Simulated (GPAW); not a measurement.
Runs of GPAW 26.7.0 on AlCu3. It takes space group Fm-3m (No. 225, cubic). Conventional cell: a = 5.776 Å, b = 5.776 Å, c = 5.776 Å, α = 90.00°, β = 90.00°, γ = 90.00°. Around Cu (site symmetry -43m) lie 4 Al at 2.50 Å and 4 Cu at 2.50 Å. Cu (site symmetry m-3m) has 8 Cu at 2.50 Å as nearest neighbours. Al (site symmetry m-3m) has 8 Cu at 2.50 Å as nearest neighbours. The cell comes from a database or a generator and needn't be the stable form of this composition.

```csv
level,gap on the mesh (eV),pressure (GPa),relaxed volume (Å³/atom)
PBEsol+D4,none,0.1,(a)
PBEsol+D3,none,0.3,(b)
PBEsol+D3(BJ)+ATM,none,0.1,11.71
PBEsol+D3(BJ),none,0.0,11.59
PBEsol,none,0.0,12.10
```

Alike in all rows: task relaxation of cell and atoms; potentials or basis PAW data sets generated in the run's folder for this functional, pw; no spin polarisation; cell relaxed; k mesh 8 × 8 × 8; cutoff (eV) 600; smearing fermi-dirac 0.05 eV.

Q: Estimate the missing entries.

A: (a) 11.81; (b) 11.60.

Caveats: with this Cu data set, volumes or pressures lay over 1.5 % or 2 GPa off other programs in two to four cells of ten; later steps reuse the first step's grids; pairwise dispersion overbinds metals, which lowers pressure and volume (some runs).

A gap of «none» marks a metal or a gap under the smearing width.
